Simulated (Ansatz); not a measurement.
**BP under changes of volume**

One of the cells (11.682 Å³/atom); the others are scaled copies at fixed shape and fractional positions:

```
CELL_PARAMETERS angstrom
0.00000 2.26900 2.26900
2.26900 0.00000 2.26900
2.26900 2.26900 0.00000
ATOMIC_POSITIONS crystal
P 0.75000 0.75000 0.75000
B 0.00000 0.00000 0.00000
```

* Program: Ansatz 0.2.0
* Functional: BPBE
* Potentials or basis: Ansatz PAW
* Cutoff: 420 eV (not typed: the program's choice for these potentials)
* k mesh: 10 × 10 × 10
* Occupations: fermi-dirac, width 0.05 eV
* Spin: no spin polarisation

```tsv
volume (Å³/atom)	energy over the lowest point (meV/atom)	pressure (GPa)	gap on the mesh (eV)
10.981	?	?	?
11.214	14.61	8.8	1.19
11.448	4.64	4.9	1.22
11.682	0.00	1.4	1.25
11.915	0.25	-1.7	1.27
12.149	4.91	-4.6	1.30
12.383	13.59	-7.2	1.32
```

What does the run at 10.981 Å³/atom give?

Energy over the lowest point 30.48 meV/atom; pressure 13.0 GPa; gap on the mesh 1.17 eV.

Worked out: A Birch-Murnaghan fit of order 3 (a polynomial in V^(-2/3)) to the other rows has its minimum at 11.79 Å³/atom with B0 = V·E''(V) = 161 GPa and B' = 3.8. It gives 30.41 meV/atom at 10.981 Å³/atom, against the run's 30.48, and -dE/dV = 13.0 GPa, against 13.0. A straight line through the other rows of the gap, of slope 1.31 eV per unit of ln V, extrapolates to 1.16 eV, against the run's 1.17.

Energies are extrapolated to zero smearing.

Caveats: the PAW data sets come from PBE, with cores solved anew for the run's functional, which leaves a small shift of forces and pressure.

A mesh can miss the band edges.
